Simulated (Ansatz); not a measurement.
## Band table of ZrN (rocksalt type)

```
CELL_PARAMETERS angstrom
0.00000 1.88227 1.88227
1.88227 0.00000 1.88227
1.88227 1.88227 0.00000
ATOMIC_POSITIONS crystal
Zr 0.00000 0.00000 0.00000
N 0.50000 0.50000 0.50000
```

The cell comes from a relaxation on PAW files under the same functional, begun from a prototype that needn't be the stable phase.

Computed with Ansatz 0.2.0; functional PBE, scalar-relativistic. Settings: a Γ-centred 17×17×17 k mesh, Fermi–Dirac smearing of 0.05 eV, no spin polarisation. Methods: LAPW: all electrons, basis error target 1 meV/atom.

This run: volume at 0.55 of the series' base cell.

Path points, in fractions of the reciprocal vectors: Γ (0.000, 0.000, 0.000), X (0.500, 0.000, 0.500), U (0.625, 0.250, 0.625), K (0.375, 0.375, 0.750), L (0.500, 0.500, 0.500), W (0.500, 0.250, 0.750). The distance column jumps between branches of the path. Levels in eV from the Fermi level; bands 12 to 21, counted from the lowest band of the run. The gap is zero, the pressure 518.3 GPa.

```
# k(1/Å) point b12 b13 b14 b15 b16 b17 b18 b19 b20 b21
0.000 Γ -24.66 -24.66 -24.66 -16.92 -3.09 -3.09 -3.09 -0.94 -0.94 -0.94
0.209 - -25.03 -24.75 -24.75 -16.47 -4.42 -3.35 -3.35 -1.37 -0.24 -0.24
0.417 - -25.90 -25.01 -25.01 -15.50 -6.59 -3.65 -3.65 -2.37 1.33 1.33
0.626 - -26.92 -25.38 -25.38 -14.94 -7.83 -3.67 -3.67 -3.55 3.33 3.33
0.835 - -27.90 -25.80 -25.80 -15.63 -7.24 -4.65 -3.42 -3.42 4.87 5.53
1.043 - -28.74 -26.20 -26.20 -16.99 -5.56 -5.45 -2.98 -2.98 5.64 7.61
1.252 - -29.38 -26.51 -26.51 -18.25 -6.24 -3.39 -2.47 -2.47 6.39 9.16
1.460 - -29.78 -26.72 -26.72 -19.08 -6.66 -2.06 -2.06 -1.70 6.96 9.91
1.669 X -29.92 -26.79 -26.79 -19.37 -6.80 -1.90 -1.90 -1.02 7.18 10.08
1.743 - -29.91 -26.84 -26.78 -19.31 -6.76 -1.99 -1.91 -1.05 7.30 9.98
1.817 - -29.88 -26.99 -26.75 -19.15 -6.65 -2.27 -1.96 -1.12 7.66 9.69
1.890 - -29.82 -27.22 -26.70 -18.91 -6.48 -2.67 -2.01 -1.24 8.22 9.27
1.964 - -29.73 -27.50 -26.64 -18.59 -6.27 -3.17 -2.04 -1.40 8.79 8.92
2.038 - -29.63 -27.82 -26.55 -18.22 -6.08 -3.73 -2.01 -1.60 8.27 8.99
2.112 - -29.50 -28.15 -26.45 -17.82 -5.94 -4.30 -1.86 -1.83 7.74 8.56
2.185 - -29.35 -28.48 -26.34 -17.40 -5.92 -4.88 -2.09 -1.54 7.21 8.09
2.259 U -29.18 -28.79 -26.21 -16.97 -6.02 -5.45 -2.37 -1.03 6.68 7.58
3.281 K -29.18 -28.79 -26.21 -16.97 -6.02 -5.45 -2.37 -1.03 6.68 7.58
3.503 - -29.50 -28.57 -25.77 -15.64 -6.94 -6.84 -3.26 1.37 5.16 5.94
3.724 - -29.78 -27.84 -25.32 -14.35 -7.97 -7.92 -4.08 3.76 4.30 4.35
3.945 - -29.53 -27.05 -24.94 -13.34 -8.74 -8.40 -4.67 2.50 2.79 6.57
4.166 - -28.80 -26.28 -24.70 -13.21 -8.57 -8.15 -4.89 1.40 1.49 5.93
4.388 - -27.69 -25.60 -24.60 -14.07 -7.32 -7.23 -4.71 0.44 0.50 3.58
4.609 - -26.37 -25.08 -24.60 -15.29 -5.76 -5.64 -4.15 -0.32 -0.21 1.37
4.830 - -25.18 -24.77 -24.64 -16.42 -4.05 -3.98 -3.45 -0.79 -0.72 -0.22
5.052 Γ -24.66 -24.66 -24.66 -16.92 -3.09 -3.09 -3.09 -0.94 -0.94 -0.94
5.232 - -25.05 -24.67 -24.67 -16.58 -3.63 -3.63 -3.60 -0.70 -0.70 -0.67
5.413 - -26.01 -24.71 -24.71 -15.74 -4.75 -4.75 -4.67 -0.19 -0.09 -0.09
5.594 - -27.23 -24.77 -24.77 -14.73 -5.95 -5.95 -5.86 0.41 0.81 0.81
5.774 - -28.48 -24.84 -24.84 -13.74 -7.04 -7.04 -7.02 1.23 2.00 2.00
5.955 - -29.60 -24.91 -24.91 -12.87 -8.08 -7.93 -7.93 2.36 3.40 3.40
6.136 - -30.50 -24.96 -24.96 -12.11 -9.01 -8.59 -8.59 3.80 4.89 4.89
6.316 - -31.07 -24.99 -24.99 -11.45 -9.80 -8.99 -8.99 5.46 6.17 6.17
6.497 L -31.27 -25.00 -25.00 -11.04 -10.26 -9.13 -9.13 6.66 6.72 6.72
6.644 - -31.22 -25.18 -25.05 -11.71 -10.06 -9.00 -8.40 5.89 6.40 6.78
6.792 - -31.06 -25.64 -25.19 -12.78 -9.62 -8.52 -7.17 4.64 5.66 7.00
6.940 - -30.79 -26.29 -25.44 -13.78 -9.21 -7.56 -5.95 3.54 4.71 7.38
7.087 - -30.42 -26.98 -25.80 -14.61 -8.83 -6.35 -4.91 2.70 3.74 7.90
7.235 - -29.97 -27.61 -26.26 -15.24 -8.46 -5.16 -4.16 2.19 2.91 8.54
7.382 - -29.45 -28.12 -26.80 -15.67 -8.12 -4.22 -3.73 1.99 2.34 9.26
7.530 - -28.90 -28.44 -27.37 -15.92 -7.87 -3.67 -3.55 1.99 2.08 9.88
7.677 W -28.55 -28.55 -27.73 -16.00 -7.77 -3.51 -3.51 2.01 2.01 10.14
7.781 - -28.84 -28.24 -27.70 -16.17 -7.54 -4.04 -3.00 1.04 3.11 10.13
7.886 - -29.11 -27.94 -27.62 -16.62 -6.91 -4.60 -2.54 0.20 4.30 10.13
7.990 - -29.35 -27.64 -27.48 -17.22 -6.00 -5.16 -2.11 -0.48 5.54 10.12
8.094 - -29.55 -27.36 -27.31 -17.86 -5.68 -4.95 -1.75 -1.02 6.78 9.79
8.199 - -29.71 -27.13 -27.13 -18.46 -6.14 -3.87 -1.44 -1.41 7.96 8.90
8.303 - -29.83 -26.96 -26.95 -18.94 -6.49 -2.89 -1.69 -1.21 8.06 9.01
8.407 - -29.90 -26.84 -26.83 -19.26 -6.72 -2.17 -1.85 -1.07 7.42 9.78
8.512 X -29.92 -26.79 -26.79 -19.37 -6.80 -1.90 -1.90 -1.02 7.18 10.08
```
